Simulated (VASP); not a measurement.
# GaP: relaxation of cell and atoms with LDA

Crystal: GaP.

```
CELL_PARAMETERS angstrom
0.00000 2.72525 2.72525
2.72525 0.00000 2.72525
2.72525 2.72525 0.00000
ATOMIC_POSITIONS crystal
Ga 0.00000 0.00000 0.00000
P 0.25000 0.25000 0.25000
```

```yaml
Program: VASP 6.6.1
Task: relaxation of cell and atoms
Functional: LDA
Potentials_or_basis: VASP PAW LDA potentials, release 64 (Ga_d, P)
Cutoff: 600 eV
k_mesh: 8 × 8 × 8
Occupations: gaussian, width 0.02 eV
Spin: no spin polarisation
Dipole_correction: no
Further_INCAR_settings: ALGO = Normal; EDIFF = 1e-07; IBRION = 2; EDIFFG = -0.005; NSW = 100; ISIF = 3
```

* Relaxed volume: 19.61 Å³/atom
* Relaxed cell: a = 3.814 Å, b = 3.814 Å, c = 3.814 Å, α = 60.00°, β = 60.00°, γ = 60.00°
* Space group after relaxing (to 0.05 Å): F-43m (No. 216)
* Energy gained by relaxing: 5.4 meV/atom
* Ionic steps: 3
* Pressure after relaxing: 0.0 GPa
* Band gap on the k mesh: 1.43 eV, indirect (least direct gap 1.90 eV)

Step by step:
```
step  energy change (eV)  largest force (eV/Å)  pressure (GPa)  volume (Å³)
   1              0.0000                0.0000           -2.66        40.48
   2             -0.0075                0.0000            1.61        38.55
   3             -0.0108                0.0000           -0.01        39.22
```

Final structure:
```
CELL_PARAMETERS angstrom
0.00000 2.69659 2.69659
2.69659 0.00000 2.69659
2.69659 2.69659 0.00000
ATOMIC_POSITIONS crystal
Ga 0.00000 0.00000 0.00000
P 0.25000 0.25000 0.25000
```

Levels at points of the mesh, in eV from the valence-band top:
| k point | band 7 | band 8 | band 9 | band 10 | band 11 | band 12 |
| --- | --- | --- | --- | --- | --- | --- |
| (0.00, 0.00, 0.00) | 0.00 | 0.00 | 0.00 | 1.90 | 3.78 | 3.78 |
| (0.50, 0.00, 0.00) | -6.89 | -1.18 | -1.18 | 1.61 | 4.62 | 4.62 |
| (0.50, 0.50, 0.00) | -6.99 | -2.82 | -2.82 | 1.43 | 1.65 | 10.69 |

Wall time 38 s on 1 thread of AMD EPYC 7R43 64-Core Processor (Zen 3), on a shared host, peak memory 0.14 GiB.

A k mesh can miss the band edges. Zero-point motion and thermal expansion aren't in these numbers.
